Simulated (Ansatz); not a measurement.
CuO:

```
CELL_PARAMETERS angstrom
2.34465 -1.71340 0.00000
2.34465 1.71340 0.00000
-0.86055 0.00000 5.05944
ATOMIC_POSITIONS crystal
Cu 0.00320 0.49680 0.00000
Cu 0.49680 0.00320 0.50000
O 0.57140 0.40560 0.25370
O 0.40560 0.57140 0.75370
```

```yaml
Program: Ansatz 0.2.0
Task: single point
Functional: PBE
Potentials_or_basis: all-electron LAPW, scalar-relativistic
Cutoff: 461 eV (chosen from the basis error)
Basis_error_allowed: 0.001 eV/atom
k_mesh: 10 × 10 × 5
Occupations: fermi-dirac, width 0.05 eV
Spin: no spin polarisation
```

On this cell: pressure 5.7 GPa; largest force 0.760 eV/Å; band gap on the k mesh none (metal or under the smearing width).

The same run follows on a disturbed copy (atoms moved at random, drawn with an rms of 0.05 Å):

```xyz
4
Lattice="2.3446 -1.7134 0.0000 2.3446 1.7134 0.0000 -0.8605 0.0000 5.0594" Properties=species:S:1:pos:R:3 pbc="T T T"
Cu    1.1664    0.8079   -0.0241
Cu    0.7738   -0.8528    2.5159
O     2.0676   -0.2642    1.3205
O     1.6698    0.2901    3.8358
```

**Question.** What does the disturbed cell give?

**Answer.** The energy (extrapolated to zero smearing) moves by +16.1 meV/atom; pressure 6.7 GPa; largest force 1.284 eV/Å; band gap on the k mesh none (metal or under the smearing width).

Forces in eV/Å, atoms in the order of the input:
```
Cu  -0.696  0.482  0.684
Cu  -0.890 -0.293  0.802
O    0.904  0.253 -0.876
O    0.682 -0.442 -0.611
```

Stress tensor (GPa, compression positive):
```
 7.05  0.30 -2.83
 0.30  6.97 -0.58
-2.83 -0.58  6.16
```

Caveats: the run has no spin polarisation, though such a crystal can be magnetic; semilocal functionals often make such compounds metallic where correlation or magnetic order opens a gap, which also shifts bond lengths.
